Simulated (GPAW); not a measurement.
PtSe2 (Sudovikovite):

```
CELL_PARAMETERS angstrom
3.72400 0.00000 0.00000
-1.86200 3.22508 0.00000
0.00000 0.00000 5.06200
ATOMIC_POSITIONS crystal
Pt 0.00000 0.00000 0.00000
Se 0.66667 0.33333 0.75000
Se 0.33333 0.66667 0.25000
```

```yaml
Program: GPAW 26.7.0
Task: relaxation of cell and atoms
Functional: WC
Potentials_or_basis: PAW data sets generated in the run's folder for this functional
Cutoff: 600 eV
Basis: pw
k_mesh: 6 × 6 × 4
Occupations: fermi-dirac, width 0.05 eV
Spin: no spin polarisation
```

At the start: pressure 2.8 GPa; volume 20.27 Å³/atom.

**Question.** Where does the relaxation end?

**Answer.** Over 21 steps the energy falls by 10.3 meV/atom and the volume is 19.95 Å³/atom (-1.6 %); space group P-3m1 (No. 164, to 0.05 Å).

Step by step:
| step | energy change (eV) | largest force (eV/Å) | pressure (GPa) | volume (Å³) |
| --- | --- | --- | --- | --- |
| 1 | 0.0000 | 0.4451 | 2.80 | 60.80 |
| 2 | -0.0071 | 0.3507 | 2.00 | 61.01 |
| 3 | -0.0149 | 0.1897 | 0.65 | 61.38 |
| 4 | -0.0173 | 0.0066 | -0.86 | 61.79 |
| 5 | -0.0174 | 0.0098 | -0.83 | 61.78 |
| 6 | -0.0176 | 0.0160 | -0.77 | 61.74 |
| 7 | -0.0179 | 0.0247 | -0.69 | 61.70 |
| 8 | -0.0183 | 0.0354 | -0.58 | 61.63 |
| 9 | -0.0187 | 0.0471 | -0.47 | 61.56 |
| 10 | -0.0192 | 0.0587 | -0.35 | 61.48 |
| 11 | -0.0196 | 0.0690 | -0.24 | 61.40 |
| 12 | -0.0202 | 0.0775 | -0.14 | 61.31 |
| 13 | -0.0209 | 0.0824 | -0.06 | 61.21 |
| 14 | -0.0218 | 0.0816 | -0.03 | 61.11 |
| 15 | -0.0229 | 0.0732 | -0.04 | 61.00 |
| 16 | -0.0242 | 0.0567 | -0.11 | 60.90 |
| 17 | -0.0257 | 0.0337 | -0.21 | 60.78 |
| 18 | -0.0272 | 0.0095 | -0.31 | 60.63 |
| 19 | -0.0287 | 0.0074 | -0.32 | 60.44 |
| 20 | -0.0301 | 0.0099 | -0.19 | 60.17 |
| 21 | -0.0310 | 0.0018 | 0.07 | 59.84 |

Final structure:
```xyz
3
Lattice="3.7556 0.0000 0.0000 -1.8778 3.2524 0.0000 0.0000 0.0000 4.8994" Properties=species:S:1:pos:R:3 pbc="T T T"
Pt    0.0000    0.0000    0.0000
Se    1.8778    1.0841    3.6171
Se    0.0000    2.1683    1.2823
```

Caveat: later steps reuse the first step's grids.
